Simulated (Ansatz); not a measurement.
## WC: hydrostatic pressure series

These are results of DFT PBEsol, scalar-relativistic, plane waves, PAW (Ansatz 0.2.0), not measurements. Settings: 420 eV cutoff, 18×18×14 k-mesh, Gaussian smearing of 0.10 eV, no spin polarisation.

The relaxed crystal:

```yaml
crystal:
  lattice:
    - [2.89848, 0.00000, 0.00000]
    - [-1.44924, 2.51016, 0.00000]
    - [0.00000, 0.00000, 2.82776]
  atoms:
    - { symbol: W, position: [0.00000, 0.00000, 0.00000] }
    - { symbol: C, position: [0.66667, 0.33333, 0.50000] }
```

Cell and atoms are relaxed at each pressure within the symmetry of the start, at zero temperature, so transitions that lower the symmetry aren't seen. The k-mesh given is that at zero pressure and may differ at others. a, b and c are the lengths of the cell vectors above. ΔH is E + PV over the energy at zero pressure.

Spin–orbit coupling is left out, which can shift energies with elements as heavy as these.

```csv
P (GPa),V (Å³/atom),V/V0,a (Å),b (Å),c (Å),ΔH (eV/atom)
-1,10.31,1.002,2.901,2.901,2.830,-0.064
0,10.29,1.000,2.898,2.898,2.828,0.000
1,?,?,?,?,?,?
4,10.19,0.990,2.888,2.888,2.820,0.256
12,10.00,0.973,2.869,2.869,2.806,0.760
25,9.74,0.947,2.842,2.842,2.785,1.560
50,9.31,0.905,2.796,2.796,2.750,3.045
90,?,?,?,?,?,?
```

Q: What stands in the row for 1 GPa?

A: V 10.26 Å³/atom; V/V0 0.997; a 2.896 Å; b 2.896 Å; c 2.826 Å; ΔH 0.064 eV/atom.

Q: What stands in the row for 90 GPa?

A: V 8.77 Å³/atom; V/V0 0.853; a 2.737 Å; b 2.737 Å; c 2.704 Å; ΔH 5.300 eV/atom.